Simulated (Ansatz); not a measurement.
La2O3 under changes of volume

One of the cells (22.446 Å³/atom); the others are scaled copies at fixed shape and fractional positions:

```
CELL_PARAMETERS angstrom
6.26678 0.00000 0.00000
-3.13339 5.42719 0.00000
0.00000 0.00000 3.29977
ATOMIC_POSITIONS crystal
La 0.66667 0.33333 0.50000
La 0.33333 0.66667 0.50000
O 0.50801 0.00000 0.00000
O 0.00000 0.50801 0.00000
O 0.49199 0.49199 0.00000
```

The cell comes from a database or a generator and needn't be the stable form of this composition.

```yaml
Program: Ansatz 0.2.0
Functional: PBEsol
Potentials_or_basis: all-electron LAPW, scalar-relativistic
Cutoff: 236 eV (chosen from the basis error)
Basis_error_allowed: 0.002 eV/atom
k_mesh: 5 × 5 × 8
Occupations: fermi-dirac, width 0.05 eV
Spin: no spin polarisation
```

| volume (Å³/atom) | energy over the lowest point (meV/atom) | pressure (GPa) | gap on the mesh (eV) | largest force (eV/Å) |
| --- | --- | --- | --- | --- |
| 21.099 | 18.40 | 5.8 | 1.10 | 0.027 |
| 21.548 | 5.86 | 3.2 | 1.23 | 0.040 |
| 21.997 | 0.00 | 1.0 | 1.35 | 0.051 |
| 22.446 | 0.15 | -1.0 | 1.46 | 0.061 |
| 22.895 | 5.70 | -2.9 | 1.56 | 0.071 |
| 23.344 | ? | ? | ? | ? |
| 23.792 | 30.84 | -6.0 | 1.74 | 0.087 |

Problem. What does the run at 23.344 Å³/atom give?

Solution. Energy over the lowest point 16.09 meV/atom; pressure -4.5 GPa; gap on the mesh 1.65 eV; largest force 0.079 eV/Å.

Worked out: A Birch-Murnaghan fit of order 3 (a polynomial in V^(-2/3)) to the other rows has its minimum at 22.21 Å³/atom with B0 = V·E''(V) = 101 GPa and B' = 4.3 at fixed shape and positions, which overstates the stiffness. It gives 16.10 meV/atom at 23.344 Å³/atom, against the run's 16.09, and -dE/dV = -4.5 GPa, against -4.5. A parabola through the other rows of the gap, of slope 4.64 eV per unit of ln V there, gives 1.65 eV, against the run's 1.65.

Energies are extrapolated to zero smearing.

Caveats: spin-orbit coupling is left out, which moves the levels of the heavy elements; an odd mesh through Γ misses points on the zone boundary, where band edges often lie.
